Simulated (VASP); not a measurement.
# PbSe (Pm-3m) in VASP: further runs

Runs on PbSe. Level: PBEsol. Tasks: single point.

Program: VASP 6.6.1. These are calculated values, not measurements. Logs are shortened: lines on timing, memory, paths and dates and some standing lists are left out, and cuts for length are marked.

**1. The crystal as given**

It takes space group Pm-3m (No. 221, cubic). The conventional cell has a = 3.784 Å, b = 3.784 Å, c = 3.784 Å, α = 90.00°, β = 90.00°, γ = 90.00°. Pb (site symmetry m-3m) has 8 Se at 3.28 Å as nearest neighbours. Se (site symmetry m-3m) has 8 Pb at 3.28 Å as nearest neighbours.

Measurements of this composition are mostly on another form, of space group No. 225.

**2. Single point, PBEsol**

INCAR reads:

```
SYSTEM = PbSe
  ADDGRID = .False.
  ALGO = Normal
  EDIFF = 1E-6
  ENCUT = 400
  GGA = PS
  ISIF = 2
  ISMEAR = 0
  LASPH = .True.
  LCHARG = .False.
  LREAL = .False.
  LWAVE = .False.
  NELM = 100
  PREC = Accurate
  SIGMA = 0.05
```

KPOINTS reads:

```
k-points
0
Gamma
  5 5 5
  0 0 0
```

POSCAR reads:

```
PbSe
1.0
    3.7843220000      0.0000000000      0.0000000000
    0.0000000000      3.7843220000      0.0000000000
    0.0000000000      0.0000000000      3.7843220000
Pb Se
1 1
Direct
    0.0000000000      0.0000000000      0.0000000000
    0.5000000000      0.5000000000      0.5000000000
```

Potentials or basis: VASP PAW PBE potentials, release 64 (Pb_d, Se).

Command:

```
$ cat potpaw_PBE.64/Pb_d/POTCAR potpaw_PBE.64/Se/POTCAR > POTCAR
$ mpirun -np 1 vasp_std > vasp.out
```

OUTCAR:

```text
SYSTEM = PbSe
   EDIFF = 1E-6
   ENCUT = 400
   GGA = PS
   ISIF = 2
   ISMEAR = 0
   LASPH = .True.
   LREAL = .False.
   NELM = 100
   PREC = Accurate

 Found     10 irreducible k-points:

 Following reciprocal coordinates:
            Coordinates               Weight
  0.000000  0.000000  0.000000      1.000000
  0.200000  0.000000  0.000000      6.000000
  0.400000  0.000000  0.000000      6.000000
  0.200000  0.200000  0.000000     12.000000
  0.400000  0.200000  0.000000     24.000000
  0.400000  0.400000  0.000000     12.000000
   k-points           NKPTS =     10   k-points in BZ     NKDIM =     10   number of bands    NBANDS=     14
   number of dos      NEDOS =    301   number of ions     NIONS =      2
   total plane-waves  NPLWV =  21952
   dimension x,y,z NGX =    28 NGY =   28 NGZ =   28
   dimension x,y,z NGXF=    56 NGYF=   56 NGZF=   56
   ions per type =               1   1
   NGX,Y,Z   is equivalent  to a cutoff of  12.30, 12.30, 12.30 a.u.
   NGXF,Y,Z  is equivalent  to a cutoff of  24.60, 24.60, 24.60 a.u.
 SYSTEM =  PbSe
   PREC   = accura    normal or accurate (medium, high low for compatibility)
   ISTART =      0    job   : 0-new  1-cont  2-samecut
   ICHARG =      2    charge: 1-file 2-atom 10-const
   ISPIN  =      1    spin polarized calculation?
   LNONCOLLINEAR =      F non collinear calculations
   LSORBIT =      F    spin-orbit coupling
   LASPH  =      T    aspherical Exc in radial PAW
   ENCUT  =  400.0 eV  29.40 Ry    5.42 a.u.   6.17  6.17  6.17*2*pi/ulx,y,z
   NELM   =    100;   NELMIN=  2; NELMDL= -5     # of ELM steps
   EDIFF  = 0.1E-05   stopping-criterion for ELM
   LREAL  =      F    real-space projection
   EDIFFG = 0.1E-04   stopping-criterion for IOM
   NSW    =      0    number of steps for IOM
   IBRION =     -1    ionic relax: 0-MD 1-quasi-New 2-CG
   NFREE  =      0    steps in history (QN), initial steepest desc. (CG)
   ISIF   =      2    stress and relaxation
   ISYM   =      2    0-nonsym 1-usesym 2-fastsym
   POTIM  = 0.5000    time-step for ionic-motion
   TEBEG  =    0.0;   TEEND  =   0.0 temperature during run
   PSTRESS=    0.0 pullay stress
   NELECT =      20.0000    total number of electrons
   NUPDOWN=      -1.0000    fix difference up-down
   EMIN   =  10.00;   EMAX   =-10.00  energy-range for DOS
   EFERMI =   0.00;   METHOD = LEGACY
   ISMEAR =     0;   SIGMA  =   0.05  broadening in eV -4-tet -1-fermi 0-gaus
   EFERMI_NEDOS =   21; number of points for ismear=-14 and -15
   IALGO  =     38    algorithm
   IMIX   =      4    mixing-type and parameters
     AMIX     =   0.40;   BMIX     =  1.00
     AMIX_MAG =   1.60;   BMIX_MAG =  1.00
  volume/ion in A,a.u.               =      27.10       182.87
  Fermi-wavevector in a.u.,A,eV,Ry     =   1.174258  2.219025 18.760817  1.378881
  Thomas-Fermi vector in A             =   2.310658
   LORBIT       =      0    0 simple, 1 ext, 2 COOP (PROOUT), +10 PAW based schemes
   GGA     = PS    functional components
   LHFCALC =     F    Hartree Fock is set to
   AEXX    =    0.0000 exact exchange contribution
   IVDW    =     0    specifies the selected vdW correction
   LEPSILON=     F    determine dielectric tensor
   LRPA    =     F    only Hartree local field effects (RPA)
 non-spin polarized calculation
 Gauss-broadening in eV      SIGMA  =   0.05
  energy-cutoff  :      400.00
  volume of cell :       54.20
 maximum number of plane-waves:      1021
 NGX is ok and might be reduce to    28
   NGX = 13   NGY = 13   NGZ = 13

 number of electron      20.0000009 magnetization

 Free energy of the ion-electron system (eV)
  ---------------------------------------------------
  ext. energy  EPLUGINS =         0.00000000
  ---------------------------------------------------
  free energy    TOTEN  =        -8.44758555 eV

  energy without entropy =       -8.44705098  energy(sigma->0) =       -8.44731827

 E-fermi :   5.2557     XC(G=0): -10.1158

 val. band max:        5.1792147177   @ k =   0.4000   0.4000   0.0000
 cond. band min:       5.3360536343   @ k =   0.4000   0.4000   0.4000
 fundamental gap:      0.1568389165
 Fermi energy:         5.2556676952

 k-point     1 :       0.0000    0.0000    0.0000
  band No.  band energies     occupation
      1     -11.7043      2.00000
      2     -11.7043      2.00000
      3     -11.5522      2.00000
      4     -11.5522      2.00000
      5     -11.5522      2.00000
      6      -7.9879      2.00000
      7      -1.8995      2.00000
      8       3.7298      2.00000
      9       3.7298      2.00000
     10       3.7298      2.00000
     11      10.2425      0.00000
     12      10.2425      0.00000
     13      11.2262      0.00000
     14      11.2262      0.00000

 k-point     2 :       0.2000    0.0000    0.0000
  band No.  band energies     occupation
      1     -11.7019      2.00000
      2     -11.6638      2.00000
      3     -11.5671      2.00000
      4     -11.5671      2.00000
      5     -11.5509      2.00000
      6      -7.6992      2.00000
      7      -2.4657      2.00000
      8       3.6215      2.00000
      9       4.0670      2.00000
     10       4.0670      2.00000
     11       8.8053      0.00000
     12      10.3409      0.00000
     13      10.3409      0.00000
     14      10.5510      0.00000
[... 37 lines left out ...]
      1     -11.6715      2.00000
      2     -11.6212      2.00000
      3     -11.5882      2.00000
      4     -11.5802      2.00000
      5     -11.5621      2.00000
      6      -6.8348      2.00000
      7      -3.2928      2.00000
      8       2.3734      2.00000
      9       4.0149      2.00000
     10       4.9433      2.00000
     11       7.0143      0.00000
     12       9.1373      0.00000
     13       9.1423      0.00000
     14      12.5848      0.00000

 k-point     6 :       0.4000    0.4000    0.0000
  band No.  band energies     occupation
      1     -11.6684      2.00000
      2     -11.6461      2.00000
      3     -11.5842      2.00000
      4     -11.5834      2.00000
      5     -11.5323      2.00000
      6      -6.4124      2.00000
      7      -2.6944      2.00000
      8       1.0375      2.00000
      9       1.8435      2.00000
     10       5.1792      1.96941
     11       8.4381      0.00000
     12       9.4023      0.00000
     13       9.7653      0.00000
     14      12.5062      0.00000

 [... further k-points ...]

------------------------ aborting loop because EDIFF is reached ----------------------------------------

  FORCE on cell =-STRESS in cart. coord.  units (eV):
  Direction    XX          YY          ZZ          XY          YZ          ZX
  --------------------------------------------------------------------------------------
  -------------------------------------------------------------------------------------
  Total       -0.9289462     -0.9289462     -0.9289462      0.0000000     -0.0000000      0.0000000
  in kB      -27.4623001    -27.4623001    -27.4623001      0.0000000     -0.0000000      0.0000000
  external PRESSURE =     -27.4623001 kB  Pullay stress =       0.0000000 kB

 VOLUME and BASIS-vectors are now :
 -----------------------------------------------------------------------------
  energy-cutoff  :      400.00
  volume of cell :       54.20
      direct lattice vectors                 reciprocal lattice vectors
     3.784322000  0.000000000  0.000000000     0.264248127  0.000000000  0.000000000
     0.000000000  3.784322000  0.000000000     0.000000000  0.264248127  0.000000000
     0.000000000  0.000000000  3.784322000     0.000000000  0.000000000  0.264248127

 POSITION                                       TOTAL-FORCE (eV/Angst)
 -----------------------------------------------------------------------------------
      0.00000      0.00000      0.00000         0.000000      0.000000      0.000000
      1.89216      1.89216      1.89216         0.000000      0.000000      0.000000
 -----------------------------------------------------------------------------------
    total drift:                               -0.000000      0.000000      0.000000

  FREE ENERGIE OF THE ION-ELECTRON SYSTEM (eV)
  ---------------------------------------------------
  free  energy   TOTEN  =        -8.4475855526 eV

  energy  without entropy=       -8.4470509839  energy(sigma->0) =       -8.44731827
```

It took 6.6 s on 1 thread of Intel Xeon Platinum 8488C (Sapphire Rapids), shared host; peak memory 0.14 GiB.

The run converged, but some of its settings lie outside the range that counts as converged, so its numbers aren't taken as properties of the crystal.

Results:

* Free energy: -8.4476 eV
* Pressure: -2.7 GPa
* Band gap on the k mesh: 0.16 eV, indirect (least direct gap 1.33 eV)

Caveat: the PAW data sets were made with another functional, which shifts forces and pressure a little; spin-orbit coupling is left out, which as a rule narrows the gap of such compounds by several tenths of an eV; an odd mesh through Γ misses points on the zone boundary, where band edges often lie.

**3. Single point, PBEsol**

INCAR is that of step 2.

KPOINTS is that of step 2.

POSCAR reads:

```
PbSe
1.0
    3.7843220000      0.0000000000      0.0000000000
    0.0000000000      3.7843220000      0.0000000000
    0.0000000000      0.0000000000      3.7843220000
Pb Se
1 1
Direct
    0.0499830000      0.0304240000      0.0268320000
    0.4857650000      0.4915870000      0.4882140000
```

Potentials or basis: VASP PAW PBE potentials, release 64 (Pb_d, Se).

Command:

```
$ cat potpaw_PBE.64/Pb_d/POTCAR potpaw_PBE.64/Se/POTCAR > POTCAR
$ mpirun -np 1 vasp_std > vasp.out
```

OUTCAR:

```text
SYSTEM = PbSe
   EDIFF = 1E-6
   ENCUT = 400
   GGA = PS
   ISIF = 2
   ISMEAR = 0
   LASPH = .True.
   LREAL = .False.
   NELM = 100
   PREC = Accurate

 Found     63 irreducible k-points:

 Following reciprocal coordinates:
            Coordinates               Weight
  0.000000  0.000000  0.000000      1.000000
  0.200000  0.000000  0.000000      2.000000
  0.000000  0.200000  0.000000      2.000000
  0.000000  0.000000  0.200000      2.000000
  0.400000  0.000000  0.000000      2.000000
  0.000000  0.400000  0.000000      2.000000
   k-points           NKPTS =     63   k-points in BZ     NKDIM =     63   number of bands    NBANDS=     14
   number of dos      NEDOS =    301   number of ions     NIONS =      2
   total plane-waves  NPLWV =  21952
   dimension x,y,z NGX =    28 NGY =   28 NGZ =   28
   dimension x,y,z NGXF=    56 NGYF=   56 NGZF=   56
   ions per type =               1   1
   NGX,Y,Z   is equivalent  to a cutoff of  12.30, 12.30, 12.30 a.u.
   NGXF,Y,Z  is equivalent  to a cutoff of  24.60, 24.60, 24.60 a.u.
 SYSTEM =  PbSe
   PREC   = accura    normal or accurate (medium, high low for compatibility)
   ISTART =      0    job   : 0-new  1-cont  2-samecut
   ICHARG =      2    charge: 1-file 2-atom 10-const
   ISPIN  =      1    spin polarized calculation?
   LNONCOLLINEAR =      F non collinear calculations
   LSORBIT =      F    spin-orbit coupling
   LASPH  =      T    aspherical Exc in radial PAW
[... 72 lines left out ...]
     12       9.7638      0.00000
     13      11.4510      0.00000
     14      11.7774      0.00000
[... 71 lines left out ...]
      1     -11.6395      2.00000
      2     -11.5443      2.00000
      3     -11.5335      2.00000
      4     -11.5276      2.00000
      5     -11.4907      2.00000
      6      -7.1592      2.00000
      7      -3.5479      2.00000
      8       4.1509      2.00000
      9       4.7175      2.00000
     10       4.7708      2.00000
     11       6.3250      0.00000
     12       8.8676      0.00000
     13       8.9986      0.00000
     14      11.4380      0.00000

 [... further k-points ...]

------------------------ aborting loop because EDIFF is reached ----------------------------------------

  FORCE on cell =-STRESS in cart. coord.  units (eV):
  Direction    XX          YY          ZZ          XY          YZ          ZX
  --------------------------------------------------------------------------------------
  -------------------------------------------------------------------------------------
  Total       -0.4035588     -0.5899148     -0.5908736      0.1558205      0.1168867      0.1550901
  in kB      -11.9303485    -17.4395641    -17.4679100      4.6064981      3.4555048      4.5849049
  external PRESSURE =     -15.6126075 kB  Pullay stress =       0.0000000 kB

 VOLUME and BASIS-vectors are now :
 -----------------------------------------------------------------------------
  energy-cutoff  :      400.00
  volume of cell :       54.20
      direct lattice vectors                 reciprocal lattice vectors
     3.784322000  0.000000000  0.000000000     0.264248127  0.000000000  0.000000000
     0.000000000  3.784322000  0.000000000     0.000000000  0.264248127  0.000000000
     0.000000000  0.000000000  3.784322000     0.000000000  0.000000000  0.264248127

 POSITION                                       TOTAL-FORCE (eV/Angst)
 -----------------------------------------------------------------------------------
      0.18915      0.11513      0.10154         0.145485      0.101869      0.101352
      1.83829      1.86032      1.84756        -0.145485     -0.101869     -0.101352
 -----------------------------------------------------------------------------------
    total drift:                               -0.000617     -0.000310     -0.000306

  FREE ENERGIE OF THE ION-ELECTRON SYSTEM (eV)
  ---------------------------------------------------
  free  energy   TOTEN  =        -8.4962992476 eV

  energy  without entropy=       -8.4962773428  energy(sigma->0) =       -8.49628830
```

Wall time 20 s (1 thread of Intel Xeon Platinum 8488C (Sapphire Rapids), shared host); peak memory 0.17 GiB.

These settings aren't checked as converged: the numbers below hold their error.

Results:

* Free energy: -8.4963 eV
* Pressure: -1.6 GPa
* Largest force: 0.204 eV/Å
* Band gap on the k mesh: 0.21 eV, indirect (least direct gap 1.55 eV)

Caveat: the PAW data sets were made with another functional, which shifts forces and pressure a little; spin-orbit coupling is left out, which as a rule narrows the gap of such compounds by several tenths of an eV; an odd mesh through Γ misses points on the zone boundary, where band edges often lie.

**4. The reference run**

An earlier run on the cell as given: functional PBE; potentials or basis VASP PAW PBE potentials, release 64 (Pb_d, Se); cutoff 520 eV; k mesh 7 × 7 × 7; occupations fermi-dirac, width 0.05 eV; no spin polarisation.

- Pressure: -0.2 GPa
- Band gap on the k mesh: none (metal or under the smearing width)
